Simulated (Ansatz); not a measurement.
**AgBr (Fm-3m): the cell at rest**

Wanted: the relaxed cell of AgBr (Fm-3m).

Main program and level: Ansatz 0.2.0; DFT PBE, scalar-relativistic, plane waves, PAW; PAW set soft_1.

The database entry behind the starting cell differs from later determinations by our own check (about 0.6 % short of the room-temperature cell), so it need not match the best structure at ambient conditions.

### Step 1. Starting point

It takes space group Fm-3m (No. 225, cubic). The conventional cell has a = 5.740 Å, b = 5.740 Å, c = 5.740 Å, α = 90.00°, β = 90.00°, γ = 90.00°. Nearest to Ag lie 6 Br at 2.87 Å. Br has 6 Ag at 2.87 Å nearest. Farther neighbours and most contacts between anions are not listed.

### Step 2. Probe on a coarse mesh

A quick single point on a coarse mesh tells whether the cell has a gap and how far it is from rest, which sets the k mesh and smearing that follow.

Contents of input.yaml:

```yaml
crystal:
  lattice:
    - [0.0, 2.87015, 2.87015]
    - [2.87015, 0.0, 2.87015]
    - [2.87015, 2.87015, 0.0]
  atoms:
    - { symbol: Ag, position: [0.0, 0.0, 0.0] }
    - { symbol: Br, position: [0.5, 0.5, 0.5] }
kpoints:
  mp_grid: { grid: [6, 6, 6] }
hamiltonian:
  xc: pbe
  pseudopotentials: { kind: paw, azcp: { folder: soft_1 } }
scf:
  occupations: { method: gaussian, width: 0.1 }
output:
  forces: true
  stress: true
  eigenvalues: true
```

Started as:

```
$ ansatz run input.yaml --threads 4 --pin off --max-ram 10240MiB --backend cpu --events-out ev --progress --plain --runs-dir out
```

Numbers of over 12 decimals in the logs are rounded to 6 here.

Log:

```text
Engine: ansatz 0.2.0, aarch64-unknown-linux-gnu
Pseudopotentials: kind: paw
Pseudopotential: Ag, paw, valence charge 19, recommended cutoff 420 eV (normal), soft_1/Ag.paw.azcp
Pseudopotential: Br, paw, valence charge 7, recommended cutoff 420 eV (normal), soft_1/Br.paw.azcp
Functional definition: PBE
  parameter kappa = 0.804
  parameter beta = 0.066725
  exchange = pbe_x(kappa = kappa, mu = beta*pi^2/3)
[...]
P = ⅓ Tr σ = 2.3617 GPa (23.617 kbar)
--- Band table (eV; the first three rows and the last of 16) ---
  k-point 0: bands = [... 9 lower, 5.3840, 6.2486, 6.2486, 6.2486, 8.8534, 18.1040, 18.1040, 18.1040]
  k-point 1: bands = [... 9 lower, 5.4578, 5.8529, 6.9516, 6.9516, 10.1650, 16.2284, 17.3287, 17.3287]
  k-point 2: bands = [... 9 lower, 5.6111, 5.9391, 7.8099, 7.8099, 11.6793, 14.8374, 15.6421, 15.6421]
  k-point 15: bands = [... 9 lower, 5.8014, 5.8036, 5.8762, 6.5471, 11.1970, 15.4474, 16.3838, 16.4513]
[key lines of the parts left out:]
SCF converged after 8 iterations
Free energy (F): -10374.421895 eV
Fermi energy:    8.532795 eV
```

It took 0.43 s on 4 threads of Arm Neoverse V1, shared host; peak memory 0.29 GiB.

This step gave:

```yaml
pressure: 2.362 GPa
volume_per_atom: 23.64 Å³
gap_on_the_k_mesh: 0.6711 eV
direct_gap_on_mesh: 2.605 eV
```

The coarse mesh shows a gap of 0.67 eV and a pressure of 2.4 GPa.

### Step 3. Relaxation

Harmonic phonons are second derivatives at a point where the forces vanish, and they are wanted at zero stress, so atoms and cell are relaxed first.

input.yaml, the sections that differ from step 2:

```yaml
kpoints:
  mp_grid: { grid: [8, 8, 8] }
scf:
  occupations: { method: gaussian, width: 0.02 }
output:
  forces: true
  stress: true
  eigenvalues: true
  write_density: true
  write_potential: true
  elf: true
  volumetric_format: npy
relax:
  adjacent_minimum: "off"
  f_tol: 0.005
  max_steps: 80
  cell: { stress_tol: 0.05 }
# crystal, hamiltonian: as in step 2
```

Log:

```text
[...]
Crystal: 2 atoms, lattice volume = 47.287 Å³
Basis set: ecut = 420 eV, 941 PW (Γ), exchange–correlation on 60×60×60 points (8 copies of the dense FFT grid, shifted against one another)
Bands: 17, of which v1, the nominal top of the filled ones, is band 13 counted from 1 (12 counted from 0)
Symmetry: 48 space group operations
[...]
k-points: 29 of 512
[...]
SCF iter   1: F=—  HF=-10374.797944 eV  |F-HF|=—  |Δ(HF+E_count)|=         —  Δρ=4.38e-2  dr2=1.16e0  ethr=3.10e-3  ⟨swp⟩=5.2  Hψ=2280  notcnv=0
[...]
SCF iter   8: F=-10374.423162 eV  HF=-10374.423162 eV  |F-HF|=1.11e-8  |Δ(HF+E_count)|=   2.36e-7  Δρ=4.71e-6  dr2=1.22e-8  ethr=3.85e-10  ⟨swp⟩=8.9  Hψ=3418  notcnv=0
SCF 1 converged in 8 iterations: F = -10374.423162 eV  dr2 = 1.22e-8
[...]
relax step   1: F+E_penalty+E_count = -10374.42316203 eV  Δ(F+E_penalty+E_count) = +0.000e0 eV  max|allowed force component| = 3.721e-29 eV/Å  Δτ_max = 0.0000 Å  P = +2.342 GPa  Ω = 47.287 Å³  (8 SCF iters, dr2 threshold 1.00e-7 eV, accepted)
Crystal: 2 atoms, lattice volume = 50.290 Å³
[...]
iter 1 solved again at ethr=5.33e-6 eV; its pass at ethr=3.10e-3 eV (dr2=1.39e-3 eV) is discarded
[...]
SCF iter   6: F=-10374.439649 eV  HF=-10374.439649 eV  |F-HF|=4.01e-9  |Δ(HF+E_count)|=   2.19e-7  Δρ=4.03e-6  dr2=7.03e-9  ethr=7.69e-10  ⟨swp⟩=8.9  Hψ=3385  notcnv=0
SCF 2 converged in 6 iterations: F = -10374.439649 eV  dr2 = 7.03e-9
relax step   2: F+E_penalty+E_count = -10374.43964887 eV  Δ(F+E_penalty+E_count) = -1.649e-2 eV  max|allowed force component| = 2.222e-29 eV/Å  Δτ_max = 0.0000 Å  P = -0.333 GPa  Ω = 50.290 Å³  energy of the carried Pulay correction = -7.330e-4 eV  (6 SCF iters, dr2 threshold 2.00e-7 eV, accepted)
Crystal: 2 atoms, lattice volume = 49.895 Å³
[...]
SCF iter   4: F=-10374.440201 eV  HF=-10374.440201 eV  |F-HF|=3.09e-8  |Δ(HF+E_count)|=   6.98e-8  Δρ=1.76e-5  dr2=1.17e-7  ethr=7.69e-10  ⟨swp⟩=9.0  Hψ=3429  notcnv=0
SCF 3 converged in 4 iterations: F = -10374.440201 eV  dr2 = 1.17e-7
relax step   3: F+E_penalty+E_count = -10374.44020110 eV  Δ(F+E_penalty+E_count) = -5.522e-4 eV  max|allowed force component| = 2.860e-30 eV/Å  Δτ_max = 0.0000 Å  P = -0.038 GPa  Ω = 49.895 Å³  energy of the carried Pulay correction = -6.409e-4 eV  (4 SCF iters, dr2 threshold 2.00e-7 eV, accepted)
[...]
SCF iter   6: F=-10374.440791 eV  HF=-10374.440791 eV  |F-HF|=3.64e-12  |Δ(HF+E_count)|=   7.96e-9  Δρ=7.25e-8  dr2=1.26e-12  ethr=1.00e-12  ⟨swp⟩=4.0  Hψ=2447  notcnv=0
SCF 4 converged in 6 iterations: F = -10374.440791 eV  dr2 = 1.26e-12
relax step   4: F+E_penalty+E_count = -10374.44079113 eV  Δ(F+E_penalty+E_count) = -5.900e-4 eV  max|allowed force component| = 3.944e-30 eV/Å  Δτ_max = 0.0000 Å  P = -0.045 GPa  Ω = 49.895 Å³  stress off target by 4.48e-2 GPa  SCF on the basis re-selected at this cell (its energy is not comparable with the rows above)  (6 SCF iters)
basis re-selected at this cell: Δ(F+E_penalty+E_count) = -5.900e-4 eV, ΔP = -0.007 GPa vs the last step (what re-selecting the basis moved, of the pressure what is left beyond the Pulay correction that the steps carried, after the strain that the cell walked since its last selection, with what the two solves' SCF thresholds leave and, on support functions, any second-order correction that the steps lacked; it is no m [...]
SCF converged after 6 iterations
Free energy (F): -10374.440791 eV
[...]
Internal energy: -10374.440791 eV  (E = F + TS)
E sigma→0 (E₀):  -10374.440791 eV
Fermi energy:    7.647158 eV
[...]
--- Stress (GPa, compression-positive) ---
       -0.044815       0.000000       0.000000
        0.000000      -0.044815       0.000000
        0.000000       0.000000      -0.044815
  P = ⅓ Tr σ = -0.0448 GPa (-0.448 kbar)
--- Band table (eV; the first three rows and the last of 29) ---
  k-point 0: bands = [... 9 lower, 4.7226, 5.5587, 5.5587, 5.5587, 7.9907, 17.2389, 17.2389, 17.2389]
  k-point 1: bands = [... 9 lower, 4.7601, 5.2096, 5.9788, 5.9788, 8.7994, 15.9186, 16.8395, 16.8395]
  k-point 2: bands = [... 9 lower, 4.8529, 5.1646, 6.6099, 6.6099, 10.1239, 14.4599, 15.5530, 15.5530]
  k-point 28: bands = [... 9 lower, 5.0813, 5.1878, 5.1878, 5.9163, 11.0141, 14.4340, 14.9674, 14.9674]
--- Relaxed structure (3 steps of the walk, 3 accepted, 1 SCFs on fresh bases) ---
  F+E_penalty+E_count = -10374.44079113 eV   max|allowed force component| = 3.944e-30 eV/Å   (the final SCF, on the basis selected at the relaxed cell)
  cell:  # Å, volume = 49.8954 Å³
    - [0, 2.921977, 2.921977]
    - [2.921977, 0, 2.921977]
    - [2.921977, 2.921977, 0]
  atoms:
    - { symbol: Ag, position: [0, 0, 0] }
    - { symbol: Br, position: [0.5, 0.5, 0.5] }
```

The job ended after 2.2 s (4 threads; peak memory 0.34 GiB).

Step by step:

```csv
step,energy less that of the first step (eV),largest force component (eV/Å),pressure (GPa),volume (Å³)
1,0.0000,0.0000,2.34,47.29
2,-0.0165,0.0000,-0.33,50.29
3,-0.0170,0.0000,-0.04,49.90
4*,-0.0176,0.0000,-0.04,49.90
```

Relaxation steps marked * repeat the geometry before them on a plane-wave basis chosen anew for their cell, so energy and pressure can jump there.

Forces are held to the 48 operations that the run works with; a distortion that breaks them can't arise in this run.

```csv
"conventional cell, symmetrised",before,after,change
a (Å),5.740,5.844,+1.8 %
b (Å),5.740,5.844,+1.8 %
c (Å),5.740,5.844,+1.8 %
volume (Å³/atom),23.64,24.95,+5.5 %
```

Final coordinates:

```
Ag Br
1.0
     0.00000    2.92198    2.92198
     2.92198    0.00000    2.92198
     2.92198    2.92198    0.00000
Ag Br
1 1
Cartesian
  0.0000 0.0000 0.0000
  2.9220 2.9220 2.9220
```

This step gave:

```
pressure           : -0.04481 GPa
gap on the k-mesh  : 0.6883 eV
volume per atom    : 24.95 Å³
direct gap on mesh : 2.432 eV
```

Electrostatic potential energy in the ac plane of the conventional cell at fractional y = 0.000, with atoms of Ag and Br within 0.2 Å of it. With pseudopotentials it is smooth inside the atoms' cores, unlike the true potential.

Ten even steps from '0' (-58 eV) to '9' (12 eV), each cell a mean:
```
7569984002699856
5689997435899975
7899999888999998
9999999999999999
9999999999999999
6799998667999986
1379986565799852
0169975786699830
0269985675699840
3589997556899974
8899999878999998
9999999999999999
9999999999999999
6799998667999986
6579985213799865
8669983001699757
```
Columns run along a (5.8 Å; values clipped at the 3rd and 97th percentile), rows up along c (5.8 Å), edges of the conventional cell, whose origin can differ from the input's. Atoms in or near the plane, at fractional coordinates: Ag at (0.00, 0.00), Ag at (0.50, 0.50), Br at (0.50, 0.00), Br at (0.00, 0.50).

ELF in the ac plane of the conventional cell at fractional y = 0.000, with atoms of Ag and Br within 0.2 Å of it. It is the smooth field of the valence electrons, not physical close to the nuclei.

Ten even steps from '0' (0.05) to '9' (0.85), each cell a mean:
```
7531399317961247
5420289989950134
2100158998620012
1100012333200001
6641000111000256
9984002333102699
5896114565313897
0596125786313981
1796124775313993
8995013454202899
9862001221001589
3320000111000123
1100025666410001
3310269999840023
6531389758961145
8631398105961257
```
Columns run along a (5.8 Å), rows up along c (5.8 Å), edges of the conventional cell, whose origin can differ from the input's. Atoms in or near the plane, at fractional coordinates: Ag at (0.00, 0.00), Ag at (0.50, 0.50), Br at (0.50, 0.00), Br at (0.00, 0.50).

Valence density in the ac plane of the conventional cell at fractional y = 0.000, with atoms of Ag and Br within 0.2 Å of it. It is the smooth field of the valence electrons, not physical close to the nuclei.

Ten steps, logarithmic in the rise over the least value, from '0' (0 e/Å³) to '9' (19 e/Å³), each cell a mean:
```
9741124323321369
7521123443210146
3210012232100013
1100001111000001
2110001111000012
3321012453100123
3431125786311233
0332137998511342
2332136997411243
4321014675211234
3210001332100122
1100000111000011
1100001221100011
5310012333210124
8631123334311257
9851134203321379
```
Columns run along a (5.8 Å), rows up along c (5.8 Å), edges of the conventional cell, whose origin can differ from the input's. Atoms in or near the plane, at fractional coordinates: Ag at (0.00, 0.00), Ag at (0.50, 0.50), Br at (0.50, 0.00), Br at (0.00, 0.50).

In this step the volume went from 23.64 to 24.95 Å³/atom.

### Step 4. Tight relaxation

Phonons need a cell at rest on their own settings, so the relaxation is repeated with tight tolerances on forces and stress on the k mesh and occupations of the first response run.

input.yaml, the sections that differ from step 3:

```yaml
crystal:
  lattice:
    - [0.0, 2.9219769137, 2.9219769137]
    - [2.9219769137, 0.0, 2.9219769137]
    - [2.9219769137, 2.9219769137, 0.0]
  atoms:
    - { symbol: Ag, position: [0.0, 0.0, 0.0] }
    - { symbol: Br, position: [0.5, 0.5, 0.5] }
scf:
  occupations: { method: fixed }
relax:
  adjacent_minimum: "off"
  f_tol: 0.001
  max_steps: 60
  cell: { stress_tol: 0.01 }
# kpoints, hamiltonian, output: as in step 3
```

Log:

```text
[...]
Crystal: 2 atoms, lattice volume = 49.895 Å³
Basis set: ecut = 420 eV, 941 PW (Γ), exchange–correlation on 60×60×60 points (8 copies of the dense FFT grid, shifted against one another)
Bands: 17, of which v1, the nominal top of the filled ones, is band 13 counted from 1 (12 counted from 0)
Symmetry: 48 space group operations
[...]
k-points: 29 of 512
[...]
k-point 28: bands = [... 9 lower, 5.0970, 5.2032, 5.2032, 5.9324, 11.0349, 14.4535, 14.9869, 14.9869]
--- Relaxed structure (2 steps of the walk, 2 accepted, 1 SCFs on fresh bases) ---
[...]
cell:  # Å, volume = 49.8353 Å³
    - [0, 2.920804, 2.920804]
    - [2.920804, 0.0, 2.920804]
    - [2.920804, 2.920804, 0]
  atoms:
    - { symbol: Ag, position: [0, 0, 0] }
    - { symbol: Br, position: [0.5, 0.5, 0.5] }
[key lines of the parts left out:]
SCF converged after 5 iterations
Free energy (F): -10374.440795 eV
Fermi energy:    7.321575 eV
P = ⅓ Tr σ = 0.0017 GPa (0.017 kbar)
```

Wall time 1.6 s (4 threads); peak memory 0.33 GiB; 5.1 s of CPU time.

Little changed from the start: no atom moved by 0.005 Å and no cell edge by 0.1 %.

Numbers from this step:

```yaml
pressure: 0.001662 GPa
gap_on_the_k_mesh: 0.6878 eV
volume_per_atom: 24.92 Å³
direct_gap_on_mesh: 2.436 eV
```

Electrostatic potential energy in the ac plane of the conventional cell at fractional y = 0.000, with atoms of Ag and Br within 0.2 Å of it. With pseudopotentials it is smooth inside the atoms' cores, unlike the true potential.

Ten even steps from '_' (-58 eV) to '@' (12 eV), each cell a mean:
```
##++**@@@@%%==____::**@@@@%%++**
++**%%@@@@@@##==--++%%@@@@@@##++
##%%@@@@@@@@@@%%%%%%@@@@@@@@@@%%
@@@@@@@@@@@@@@@@@@@@@@@@@@@@@@@@
@@@@@@@@@@@@@@@@@@@@@@@@@@@@@@@@
**##@@@@@@@@%%****##@@@@@@@@%%**
..--##@@@@%%**++**++##@@@@%%++::
__..**@@@@##++##%%****@@@@%%--__
__::**@@@@%%++**##++**@@@@%%==__
--++%%@@@@@@##++++**%%@@@@@@##==
%%%%@@@@@@@@@@%%##%%@@@@@@@@@@%%
@@@@@@@@@@@@@@@@@@@@@@@@@@@@@@@@
@@@@@@@@@@@@@@@@@@@@@@@@@@@@@@@@
**##@@@@@@@@%%****##@@@@@@@@%%**
**++##@@@@%%++::..--##@@@@%%**++
%%****@@@@%%--____..**@@@@##++##
```
Columns run along a (5.8 Å; values clipped at the 3rd and 97th percentile), rows up along c (5.8 Å), edges of the conventional cell, whose origin can differ from the input's. Atoms in or near the plane, at fractional coordinates: Ag at (0.00, 0.00), Ag at (0.50, 0.50), Br at (0.50, 0.00), Br at (0.00, 0.50).

Valence density in the ac plane of the conventional cell at fractional y = 0.000, with atoms of Ag and Br within 0.2 Å of it. It is the smooth field of the valence electrons, not physical close to the nuclei.

Values in e/Å³, 16 rows by 16 columns, each cell a mean:
```
16  7  2  0  0  1  1  1  0  1  1  0  0  1  4 12
 5  2  1  0  0  0  1  1  1  1  1  0  0  0  1  4
 1  0  0  0  0  0  0  1  1  0  0  0  0  0  0  1
 0  0  0  0  0  0  0  0  0  0  0  0  0  0  0  0
 0  0  0  0  0  0  0  0  0  0  0  0  0  0  0  0
 1  1  0  0  0  0  1  2  2  1  0  0  0  0  1  1
 1  1  1  0  0  0  2  7  9  4  1  0  0  0  1  1
 0  1  1  0  0  1  5 16 19  9  2  0  0  1  1  0
 0  1  1  0  0  1  4 12 16  7  2  0  0  1  1  1
 1  1  1  0  0  0  1  4  5  2  1  0  0  0  1  1
 1  0  0  0  0  0  0  1  1  0  0  0  0  0  0  1
 0  0  0  0  0  0  0  0  0  0  0  0  0  0  0  0
 0  0  0  0  0  0  0  0  0  0  0  0  0  0  0  0
 2  1  0  0  0  0  1  1  1  1  0  0  0  0  1  2
 9  4  1  0  0  0  1  1  1  1  1  0  0  0  2  7
19  9  2  0  0  1  1  0  0  1  1  0  0  1  5 16
```
Columns run along a (5.8 Å), rows up along c (5.8 Å), edges of the conventional cell, whose origin can differ from the input's. Atoms in or near the plane, at fractional coordinates: Ag at (0.00, 0.00), Ag at (0.50, 0.50), Br at (0.50, 0.00), Br at (0.00, 0.50).

ELF in the ac plane of the conventional cell at fractional y = 0.000, with atoms of Ag and Br within 0.2 Å of it. It is the smooth field of the valence electrons, not physical close to the nuclei.

Values, 16 rows by 16 columns, each cell a mean:
```
0.66 0.52 0.34 0.15 0.35 0.79 0.79 0.33 0.20 0.63 0.85 0.58 0.16 0.24 0.45 0.61
0.47 0.40 0.24 0.12 0.28 0.70 0.84 0.79 0.76 0.85 0.80 0.48 0.13 0.18 0.34 0.45
0.26 0.20 0.13 0.08 0.17 0.48 0.70 0.79 0.80 0.75 0.60 0.28 0.08 0.10 0.18 0.24
0.16 0.14 0.11 0.06 0.07 0.17 0.28 0.35 0.36 0.32 0.22 0.09 0.05 0.08 0.13 0.16
0.60 0.54 0.39 0.17 0.06 0.08 0.12 0.15 0.15 0.13 0.10 0.06 0.09 0.28 0.48 0.58
0.85 0.83 0.72 0.39 0.11 0.13 0.24 0.34 0.36 0.30 0.18 0.10 0.22 0.60 0.80 0.85
0.51 0.76 0.83 0.54 0.14 0.20 0.40 0.52 0.55 0.46 0.30 0.13 0.32 0.75 0.85 0.63
0.07 0.51 0.85 0.60 0.16 0.26 0.47 0.66 0.75 0.55 0.36 0.15 0.36 0.80 0.76 0.20
0.20 0.63 0.85 0.58 0.16 0.24 0.45 0.61 0.66 0.52 0.34 0.15 0.35 0.79 0.79 0.33
0.76 0.85 0.80 0.48 0.13 0.18 0.34 0.45 0.47 0.40 0.24 0.12 0.28 0.70 0.84 0.79
0.80 0.75 0.60 0.28 0.08 0.10 0.18 0.24 0.26 0.20 0.13 0.08 0.17 0.48 0.70 0.79
0.36 0.32 0.22 0.09 0.05 0.08 0.13 0.16 0.16 0.14 0.11 0.06 0.07 0.17 0.28 0.35
0.15 0.13 0.10 0.06 0.09 0.28 0.48 0.58 0.60 0.54 0.39 0.17 0.06 0.08 0.12 0.15
0.36 0.30 0.18 0.10 0.22 0.60 0.80 0.85 0.85 0.83 0.72 0.39 0.11 0.13 0.24 0.34
0.55 0.46 0.30 0.13 0.32 0.75 0.85 0.63 0.51 0.76 0.83 0.54 0.14 0.20 0.40 0.52
0.75 0.55 0.36 0.15 0.36 0.80 0.76 0.20 0.07 0.51 0.85 0.60 0.16 0.26 0.47 0.66
```
Columns run along a (5.8 Å), rows up along c (5.8 Å), edges of the conventional cell, whose origin can differ from the input's. Atoms in or near the plane, at fractional coordinates: Ag at (0.00, 0.00), Ag at (0.50, 0.50), Br at (0.50, 0.00), Br at (0.00, 0.50).

The forces vanish by symmetry and the pressure is 0.002 GPa, within the tolerances set. The cell now holds 24.92 Å³/atom.

### Step 5. Outcome

```
space group after relaxation (within 0.01 Å) : Fm-3m
lattice constant a                           : 5.842 Å
lattice constant b                           : 5.842 Å
lattice constant c                           : 5.842 Å
volume per atom                              : 24.9 Å³
gap on the k-mesh                            : 0.688 eV
```

**Reading.** The forces vanish by symmetry and the pressure is 0.002 GPa, within the tolerances set. The cell now holds 24.92 Å³/atom. The relaxation keeps the symmetry of its start, so it says nothing on stability against lower symmetry.

[Logs are printed without paths, hosts, clocks, repeated set-up lines and the standing remarks that a program may print on its own settings, such as how far it seeks lower states.]

[Hosts, paths, dates, database ids (printed as entryN), source tags and the programs' standing remarks are cut or masked in the printed files.]
